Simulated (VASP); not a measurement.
Set up this calculation in VASP 6.6.1, as the native input.

* Task: single point
* Functional: PBEsol
* Potentials or basis: VASP PAW PBE potentials, release 64 (F, H)
* Cutoff: 520 eV
* k mesh: 1 × 1 × 1
* Occupations: fermi-dirac, width 0.02 eV
* Spin: no spin polarisation
* Dipole correction: no
* Further INCAR settings: ALGO = Normal; EDIFF = 1e-07; NBANDS = 36

The structure of HF lies in POSCAR:

```
HF
1.0
    5.8867650000      0.0000000000      0.0000000000
    0.0000000000      5.8867650000      0.0000000000
    0.0000000000      0.0000000000      5.8867650000
F H
6 6
Direct
   -0.1179085627     -0.3245415776      0.9181613331
    0.4865490639      0.2357661636      0.8522337821
   -0.0297107155      0.2842138254      0.6392815069
    0.1791306431      0.4737406708      0.1943172523
    0.8165265643      0.1839550245      0.1336557515
    0.5808113624      1.0364436155      0.4911695982
   -0.1903422338     -0.4727214353      0.8985240620
    0.6052560277      0.1111476337      0.8374208925
    0.0603047684      0.3778475954      0.7294668634
    0.0807234534      0.3319650096      0.1655748106
    0.8298785496      0.1755123570      0.2965465752
    0.5371031458      1.1559999422      0.5873004953
```

The cell was built by a generator and needn't be a form met in nature.

These files were run (other wordings do the same):

INCAR

```
SYSTEM = HF
ALGO = Normal
EDIFF = 1E-7
ENCUT = 520
GGA = PS
ISIF = 2
ISMEAR = -1
LASPH = .True.
LCHARG = .False.
LREAL = .False.
LWAVE = .False.
NBANDS = 36
NELM = 60
PREC = Accurate
SIGMA = 0.02
```

KPOINTS

```
k-points
0
Gamma
  1 1 1
  0 0 0
```

Potentials or basis: VASP PAW PBE potentials, release 64 (F, H).

Launch:

```bash
$ cat potpaw_PBE.64/F/POTCAR potpaw_PBE.64/H/POTCAR > POTCAR
$ mpirun -np 1 vasp_gam > vasp.out
```

Results of the run:

The pressure is -1.5 GPa. The largest force is 3.042 eV/Å and the band gap on the k mesh is 5.80 eV, direct.

Caveat: the PAW data sets were made with another functional, which shifts forces and pressure a little.

It took 16 s on 1 thread of Intel(R) Xeon(R) Platinum 8375C CPU @ 2.90GHz (Ice Lake), with other jobs on the host, peak memory 0.3 GiB.
